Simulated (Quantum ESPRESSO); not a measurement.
# InPd (Pm-3m) in Quantum ESPRESSO: notebook

The runs below take InPd through phonons, with PBEsol.

Program: Quantum ESPRESSO 7.5. These are calculated values, not measurements. Logs are shortened: lines on timing, memory, paths and dates and some standing lists are left out, and cuts for length are marked.

### Step 1. The crystal as given

The structure is cubic, space group Pm-3m (No. 221). Conventional cell: a = 3.272 Å, b = 3.272 Å, c = 3.272 Å, α = 90.00°, β = 90.00°, γ = 90.00°. In (site symmetry m-3m) is surrounded by 8 Pd at 2.83 Å. Pd (site symmetry m-3m) is surrounded by 8 In at 2.83 Å.

The cell comes from a database or a generator and needn't be the stable form of this composition.

### Step 2. Phonons, PBEsol

pw.in reads:

```
&CONTROL
  calculation = 'scf'
  prefix = 'pwscf'
  outdir = './tmp'
  pseudo_dir = './pseudo'
  tprnfor = .true.
  tstress = .true.
  disk_io = 'low'
/
&SYSTEM
  ibrav = 0
  nat = 2
  ntyp = 2
  ecutwfc = 45
  ecutrho = 360
  nbnd = 22
  occupations = 'smearing'
  smearing = 'mv'
  degauss = 0.01469973
/
&ELECTRONS
  conv_thr = 4d-10
  electron_maxstep = 120
  mixing_beta = 0.5
/
ATOMIC_SPECIES
In   114.8180 in_pbesol_v1.4.uspp.F.UPF
Pd   106.4200 pd_pbesol_v1.4.uspp.F.UPF
CELL_PARAMETERS bohr
   6.1829661455    0.0000000000    0.0000000000
   0.0000000000    6.1829661455    0.0000000000
   0.0000000000    0.0000000000    6.1829661455
ATOMIC_POSITIONS bohr
In     0.0000000000    0.0000000000    0.0000000000
Pd     3.0914830728    3.0914830728    3.0914830728
K_POINTS automatic
8 8 8 0 0 0
```

relax.in reads:

```
&CONTROL
  calculation = 'vc-relax'
  prefix = 'pwscf'
  outdir = './tmp'
  pseudo_dir = './pseudo'
  tprnfor = .true.
  tstress = .true.
  disk_io = 'low'
  nstep = 40
  forc_conv_thr = 0.0001
  etot_conv_thr = 1d-06
/
&SYSTEM
  ibrav = 0
  nat = 2
  ntyp = 2
  ecutwfc = 45
  ecutrho = 360
  nbnd = 22
  occupations = 'smearing'
  smearing = 'mv'
  degauss = 0.01469973
/
&ELECTRONS
  conv_thr = 4d-10
  electron_maxstep = 120
  mixing_beta = 0.5
/
&IONS
  ion_dynamics = 'bfgs'
/
&CELL
  cell_dynamics = 'bfgs'
  press = 0
  press_conv_thr = 0.2
/
ATOMIC_SPECIES
In   114.8180 in_pbesol_v1.4.uspp.F.UPF
Pd   106.4200 pd_pbesol_v1.4.uspp.F.UPF
CELL_PARAMETERS bohr
   6.1829661455    0.0000000000    0.0000000000
   0.0000000000    6.1829661455    0.0000000000
   0.0000000000    0.0000000000    6.1829661455
ATOMIC_POSITIONS bohr
In     0.0000000000    0.0000000000    0.0000000000
Pd     3.0914830728    3.0914830728    3.0914830728
K_POINTS automatic
8 8 8 0 0 0
```

scf2.in reads:

```
&CONTROL
  calculation = 'scf'
  prefix = 'pwscf'
  outdir = './tmp'
  pseudo_dir = './pseudo'
  tprnfor = .true.
  tstress = .true.
  disk_io = 'low'
/
&SYSTEM
  ibrav = 0
  nat = 2
  ntyp = 2
  ecutwfc = 45
  ecutrho = 360
  nbnd = 22
  occupations = 'smearing'
  smearing = 'mv'
  degauss = 0.01469973
/
&ELECTRONS
  conv_thr = 1d-13
  electron_maxstep = 120
  mixing_beta = 0.5
  startingpot = 'file'
  startingwfc = 'file'
/
ATOMIC_SPECIES
In   114.8180 in_pbesol_v1.4.uspp.F.UPF
Pd   106.4200 pd_pbesol_v1.4.uspp.F.UPF
CELL_PARAMETERS bohr
   6.1207511859    0.0000000000    0.0000000000
   0.0000000000    6.1207511859    0.0000000000
   0.0000000000    0.0000000000    6.1207511859
ATOMIC_POSITIONS bohr
In     0.0000000000    0.0000000000    0.0000000000
Pd     3.0603755930    3.0603755930    3.0603755930
K_POINTS automatic
8 8 8 0 0 0
```

ph.in reads:

```
phonons of InPd
&INPUTPH
  prefix = 'pwscf'
  outdir = './tmp'
  tr2_ph = 1d-16
  fildyn = 'dyn'
  niter_ph = 60
  alpha_mix(1) = 0.4
/
0.0000000000 0.0000000000 0.0000000000
```

dynmat.in reads:

```
&INPUT
  fildyn = 'dyn'
  asr = 'crystal'
  filout = 'dynmat.disp'
  fileig = 'dynmat.eig'
/
```

Potentials or basis: GBRV 1.5 PBEsol.

On the command line:

```bash
OMP_NUM_THREADS=1 pw.x -in pw.in > pw.out
OMP_NUM_THREADS=1 pw.x -in relax.in > relax.out
OMP_NUM_THREADS=1 pw.x -in scf2.in > scf2.out
OMP_NUM_THREADS=1 ph.x -in ph.in > ph.out
OMP_NUM_THREADS=1 dynmat.x -in dynmat.in > dynmat.out
```

pw.out:

```text
This program is part of the open-source Quantum ESPRESSO suite
     for quantum simulation of materials; please cite
[... 9 lines left out ...]
     --------------------
     sticks:   dense  smooth     PW     G-vecs:    dense   smooth      PW
     Sum        1093     553    177                27201     9771    1743

     Using Slab Decomposition

     bravais-lattice index     =            0
     lattice parameter (alat)  =       6.1830  a.u.
     unit-cell volume          =     236.3690 (a.u.)^3
     number of atoms/cell      =            2
     number of atomic types    =            2
     number of electrons       =        29.00
     number of Kohn-Sham states=           22
     kinetic-energy cutoff     =      45.0000  Ry
     charge density cutoff     =     360.0000  Ry
     scf convergence threshold =      4.0E-10
     mixing beta               =       0.5000
     number of iterations used =            8  plain     mixing
     Exchange-correlation= SLA  PW   PSX  PSC
                           (   1   4  10   8   0   0   0)

     celldm(1)=   6.182966  celldm(2)=   0.000000  celldm(3)=   0.000000
     celldm(4)=   0.000000  celldm(5)=   0.000000  celldm(6)=   0.000000

     crystal axes: (cart. coord. in units of alat)
               a(1) = (   1.000000   0.000000   0.000000 )
               a(2) = (   0.000000   1.000000   0.000000 )
               a(3) = (   0.000000   0.000000   1.000000 )

     reciprocal axes: (cart. coord. in units 2 pi/alat)
               b(1) = (  1.000000  0.000000  0.000000 )
               b(2) = (  0.000000  1.000000  0.000000 )
               b(3) = (  0.000000  0.000000  1.000000 )

     PseudoPot. # 1 for In read from file:
     in_pbesol_v1.4.uspp.F.UPF
     Pseudo is Ultrasoft + core correction, Zval = 13.0
     Generated by new atomic code, or converted to UPF format
     Using radial grid of  889 points,  6 beta functions with:
                l(1) =   0
                l(2) =   0
                l(3) =   1
                l(4) =   1
                l(5) =   2
                l(6) =   2
     Q(r) pseudized with  6 coefficients,  rinner =    1.400   1.400   1.400
                                                       1.400   1.400

     PseudoPot. # 2 for Pd read from file:
     pd_pbesol_v1.4.uspp.F.UPF
     Pseudo is Ultrasoft + core correction, Zval = 16.0
     Generated by new atomic code, or converted to UPF format
     Using radial grid of  887 points,  6 beta functions with:
                l(1) =   0
                l(2) =   0
                l(3) =   1
                l(4) =   1
                l(5) =   2
                l(6) =   2
     Q(r) pseudized with  8 coefficients,  rinner =    1.130   1.130   1.130
                                                       1.130   1.130

     atomic species   valence    mass     pseudopotential
     In               13.00   114.81800     In( 1.00)
     Pd               16.00   106.42000     Pd( 1.00)

     48 Sym. Ops., with inversion, found

   Cartesian axes

     site n.     atom                  positions (alat units)
         1        In     tau(   1) = (   0.0000000   0.0000000   0.0000000  )
         2        Pd     tau(   2) = (   0.5000000   0.5000000   0.5000000  )

     number of k points=    35  Marzari-Vanderbilt smearing, width (Ry)=  0.0147
                       cart. coord. in units 2pi/alat
        k(    1) = (   0.0000000   0.0000000   0.0000000), wk =   0.0039062
        k(    2) = (   0.0000000   0.0000000   0.1250000), wk =   0.0234375
        k(    3) = (   0.0000000   0.0000000   0.2500000), wk =   0.0234375
        k(    4) = (   0.0000000   0.0000000   0.3750000), wk =   0.0234375
        k(    5) = (   0.0000000   0.0000000  -0.5000000), wk =   0.0117188
        k(    6) = (   0.0000000   0.1250000   0.1250000), wk =   0.0468750
[... 27 lines left out ...]
        k(   34) = (   0.3750000  -0.5000000  -0.5000000), wk =   0.0234375
        k(   35) = (  -0.5000000  -0.5000000  -0.5000000), wk =   0.0039062

     Dense  grid:    27201 G-vectors     FFT dimensions: (  40,  40,  40)

     Smooth grid:     9771 G-vectors     FFT dimensions: (  27,  27,  27)

     Initial potential from superposition of free atoms

     starting charge      27.0000, renormalised to      29.0000

     negative rho (up, down):  7.853E-02 0.000E+00
     Starting wfcs are   21 randomized atomic wfcs +    1 random wfcs

     Self-consistent Calculation

     iteration #  1     ecut=    45.00 Ry     beta= 0.50
     Davidson diagonalization with overlap
     ethr =  1.00E-02,  avg # of iterations =  4.6

     negative rho (up, down):  7.332E-02 0.000E+00

     total energy              =    -328.05937066 Ry
     estimated scf accuracy    <       8.93216780 Ry

     iteration #  2     ecut=    45.00 Ry     beta= 0.50
     Davidson diagonalization with overlap
     ethr =  1.00E-02,  avg # of iterations =  2.0

     negative rho (up, down):  7.614E-02 0.000E+00

     total energy              =    -331.34631443 Ry
     estimated scf accuracy    <       5.15973061 Ry
[... 64 lines left out ...]
     iteration # 10     ecut=    45.00 Ry     beta= 0.50
     Davidson diagonalization with overlap
     ethr =  3.16E-10,  avg # of iterations =  2.4

     negative rho (up, down):  7.571E-02 0.000E+00

     total energy              =    -331.90555180 Ry
     estimated scf accuracy    <       0.00000003 Ry

     iteration # 11     ecut=    45.00 Ry     beta= 0.50
     Davidson diagonalization with overlap
     ethr =  1.08E-10,  avg # of iterations =  1.9

     negative rho (up, down):  7.571E-02 0.000E+00

     End of self-consistent calculation

          k = 0.0000 0.0000 0.0000 (  1213 PWs)   bands (ev):

   -34.1278 -34.1278 -34.1278   1.2424   1.2424   1.6554   1.6554   1.6554
     6.0049  12.3191  12.3191  13.8599  13.8599  13.8599  20.2942  20.2942
    20.2942  25.4476  26.7692  26.7692  30.9819  32.2839

          k = 0.0000 0.0000 0.1250 (  1217 PWs)   bands (ev):

   -34.1325 -34.1274 -34.1274   1.2509   1.2942   1.6397   1.6397   1.6603
     6.2541  12.3196  12.3533  13.6791  13.6791  13.8478  18.8027  20.7873
    20.7873  25.9182  26.6922  28.2043  30.9836  31.7045

          k = 0.0000 0.0000 0.2500 (  1221 PWs)   bands (ev):

   -34.1438 -34.1266 -34.1266   1.2717   1.4194   1.6017   1.6017   1.6719
     6.9958  12.2623  12.3208  13.3011  13.3011  13.8184  16.5682  22.0962
    22.0962  26.0852  26.4872  30.7841  30.8529  31.1228
[... 55 lines left out ...]
          k = 0.0000 0.3750 0.3750 (  1210 PWs)   bands (ev):

   -34.1525 -34.1522 -34.1236   1.3603   1.4149   1.5349   1.5501   1.7638
     9.5505  12.0127  13.1585  13.1701  13.3394  13.5058  15.4998  17.9839
    20.8193  25.2781  27.0976  28.0977  29.3447  30.9188

          k = 0.0000 0.3750-0.5000 (  1202 PWs)   bands (ev):

   -34.1569 -34.1519 -34.1232   1.3278   1.4239   1.5189   1.5388   1.8135
     9.8619  12.1825  13.1948  13.3644  13.4982  13.5508  14.8176  18.3701
    19.4773  25.5980  27.2757  27.7241  29.2020  30.9009

          k = 0.0000-0.5000-0.5000 (  1228 PWs)   bands (ev):

   -34.1564 -34.1564 -34.1228   1.2920   1.4327   1.5135   1.5135   1.8624
     9.9529  12.6363  13.4534  13.4534  13.7624  13.7624  14.4420  17.5711
    18.5832  25.5839  27.4645  27.4645  29.9321  30.8520

          k = 0.1250 0.1250 0.1250 (  1225 PWs)   bands (ev):

   -34.1320 -34.1316 -34.1316   1.3325   1.3325   1.6182   1.6182   1.6310
     6.7420  12.4076  12.4076  13.3597  13.5968  13.5968  19.5210  19.6625
    19.6625  28.1448  28.1448  28.4306  30.5830  30.5832

          k = 0.1250 0.1250 0.2500 (  1208 PWs)   bands (ev):

   -34.1430 -34.1309 -34.1308   1.3494   1.4605   1.5689   1.5781   1.6301
     7.4533  12.3665  12.4441  13.1847  13.1915  13.6246  17.2337  20.4269
    20.7990  27.6462  28.0013  28.8899  29.2981  30.9398

          k = 0.1250 0.1250 0.3750 (  1203 PWs)   bands (ev):
[... 29 lines left out ...]
          k = 0.1250 0.3750 0.3750 (  1205 PWs)   bands (ev):

   -34.1521 -34.1518 -34.1281   1.3682   1.4754   1.5151   1.5257   1.7655
     9.6700  12.0410  12.6508  12.9905  13.7732  13.8447  16.0070  17.9476
    20.9525  23.3162  26.9303  27.0635  29.2347  30.9416

          k = 0.1250 0.3750-0.5000 (  1202 PWs)   bands (ev):

   -34.1565 -34.1515 -34.1278   1.3376   1.4852   1.4976   1.5180   1.8152
     9.9828  12.1443  12.5587  12.9928  13.8702  14.5495  15.0933  18.3266
    19.6227  23.9118  26.0371  27.2181  29.1376  30.9270

          k = 0.1250-0.5000-0.5000 (  1204 PWs)   bands (ev):

   -34.1560 -34.1560 -34.1274   1.3056   1.4940   1.4940   1.4957   1.8641
    10.0870  12.5831  12.5831  12.8603  14.4482  14.8986  14.8986  17.4417
    18.6314  24.2806  26.5198  26.5198  28.3967  30.9291

          k = 0.2500 0.2500 0.2500 (  1196 PWs)   bands (ev):

   -34.1413 -34.1408 -34.1408   1.5016   1.5195   1.5195   1.5523   1.5523
     8.6585  12.4546  12.4546  13.2599  13.2599  13.3065  18.7308  18.8502
    18.8502  25.5663  26.3497  26.3497  30.9262  31.9053

          k = 0.2500 0.2500 0.3750 (  1202 PWs)   bands (ev):

   -34.1520 -34.1401 -34.1400   1.4343   1.4774   1.5206   1.5589   1.6864
     9.4670  12.0564  12.2271  13.2021  13.5053  13.9771  16.6911  19.3714
    20.3275  23.3841  24.2656  26.8769  30.2745  30.9506

          k = 0.2500 0.2500-0.5000 (  1202 PWs)   bands (ev):

   -34.1566 -34.1397 -34.1396   1.4050   1.4598   1.5224   1.5620   1.7428
    10.0197  11.6393  12.1281  13.1998  13.6028  14.8178  15.3996  19.9005
    21.5954  22.2204  22.7993  27.3975  29.3830  30.9467

          k = 0.2500 0.3750 0.3750 (  1199 PWs)   bands (ev):

   -34.1511 -34.1509 -34.1391   1.3855   1.4679   1.4683   1.6235   1.7694
    10.0102  11.8951  12.0547  13.3804  13.9314  14.5738  17.2400  17.8237
    20.6239  21.6667  24.5051  25.0362  28.3725  30.9505

          k = 0.2500 0.3750-0.5000 (  1204 PWs)   bands (ev):

   -34.1556 -34.1506 -34.1387   1.3604   1.4470   1.4687   1.6341   1.8200
    10.3216  11.8142  11.9076  13.4173  14.1098  15.6779  15.8914  18.2096
    20.1120  21.7961  23.5153  25.5481  27.1705  30.9513

          k = 0.2500-0.5000-0.5000 (  1208 PWs)   bands (ev):

   -34.1551 -34.1551 -34.1384   1.3371   1.4467   1.4467   1.6491   1.8671
    10.4672  11.8489  11.8489  13.4573  14.4629  16.4299  16.4299  17.0283
    18.8244  22.2709  24.5609  24.5609  25.6642  30.9523

          k = 0.3750 0.3750 0.3750 (  1202 PWs)   bands (ev):

   -34.1501 -34.1500 -34.1500   1.3913   1.4221   1.4221   1.7731   1.7731
    10.4758  11.6565  11.6565  14.0048  14.0048  15.4981  17.5352  18.8700
    18.8700  22.0171  22.8560  22.8560  26.2633  30.9556

          k = 0.3750 0.3750-0.5000 (  1206 PWs)   bands (ev):

   -34.1546 -34.1497 -34.1497   1.3769   1.4032   1.4201   1.7746   1.8356
    10.7558  11.5095  11.5185  14.0284  14.2662  16.3632  17.0323  18.1444
    20.7510  20.7831  21.3665  23.5770  24.8391  30.9565

          k = 0.3750-0.5000-0.5000 (  1192 PWs)   bands (ev):

   -34.1542 -34.1542 -34.1493   1.3684   1.4006   1.4006   1.8056   1.8702
    10.9732  11.3988  11.3988  14.1566  14.4776  16.3820  18.2000  18.2000
    19.3136  20.9335  22.3815  22.3815  23.1176  30.9577

          k =-0.5000-0.5000-0.5000 (  1208 PWs)   bands (ev):

   -34.1538 -34.1538 -34.1538   1.3811   1.3811   1.3811   1.8712   1.8712
    11.2470  11.2470  11.2470  14.4837  14.4837  16.0051  19.9182  19.9182
    19.9182  20.5086  20.5086  20.5086  21.7112  30.9587

     the Fermi energy is    16.0534 ev

!    total energy              =    -331.90555181 Ry
     estimated scf accuracy    <          2.4E-11 Ry
     smearing contrib. (-TS)   =      -0.00013499 Ry
     internal energy E=F+TS    =    -331.90541682 Ry

     The total energy is F=E-TS. E is the sum of the following terms:
     one-electron contribution =     -79.82324804 Ry
     hartree contribution      =      65.59290662 Ry
     xc contribution           =     -68.69153642 Ry
     ewald contribution        =    -248.98353898 Ry

     convergence has been achieved in  11 iterations

     negative rho (up, down):  7.571E-02 0.000E+00

     Forces acting on atoms (cartesian axes, Ry/au):

     atom    1 type  1   force =     0.00000000    0.00000000    0.00000000
     atom    2 type  2   force =     0.00000000    0.00000000    0.00000000

     Total force =     0.000000     Total SCF correction =     0.000000

     Computing stress (Cartesian axis) and pressure

     negative rho (up, down):  7.571E-02 0.000E+00
          total   stress  (Ry/bohr**3)                   (kbar)     P=      -41.00
  -0.00027869   0.00000000   0.00000000          -41.00        0.00        0.00
   0.00000000  -0.00027869   0.00000000            0.00      -41.00        0.00
   0.00000000   0.00000000  -0.00027869            0.00        0.00      -41.00

=------------------------------------------------------------------------------=
   JOB DONE.
=------------------------------------------------------------------------------=
```

Wall time 3.4 min (1 thread of Intel Xeon 6975P-C (Granite Rapids), shared host); peak memory 0.14 GiB.

What came out:

| Item | Value |
| --- | --- |
| Free energy | -4515.8134 eV |
| Relaxed volume | 16.99 Å³/atom |
| Relaxed cell | a = 3.239 Å, b = 3.239 Å, c = 3.239 Å, α = 90.00°, β = 90.00°, γ = 90.00° |
| Space group after relaxing (to 0.05 Å) | Pm-3m (No. 221) |
| Pressure after relaxing | -0.1 GPa |
| Band gap on the k mesh | none (metal or under the smearing width) |
| Highest phonon frequency at Γ | 147 cm⁻¹ |

The path:
```tsv
step	energy change (eV)	largest force (eV/Å)	pressure (GPa)	volume (Å³)
1	0.0000	0.0000	-4.10	35.03
2	-0.0125	0.0000	-1.35	34.30
3	-0.0138	0.0000	0.11	33.95
4	-0.0138	0.0000	0.00	33.98
```

Final structure:
```
In Pd
1.0
     3.23896    0.00000    0.00000
     0.00000    3.23896    0.00000
     0.00000    0.00000    3.23896
In Pd
1 1
Direct
  0.00000 0.00000 0.00000
  0.50000 0.50000 0.50000
```

Phonon frequencies in cm⁻¹ (negative: imaginary):
| q point | frequencies |
| --- | --- |
| (0.000, 0.000, 0.000) | -6 -6 -6 147 147 147 |

Optical modes at Γ, degenerate ones joined:
```tsv
cm⁻¹	components	symmetry	active in
147	3	T1u	IR
```

Caveat: the mesh is thin for the phonons of a metal.

(Continued in part 2 of 3.)
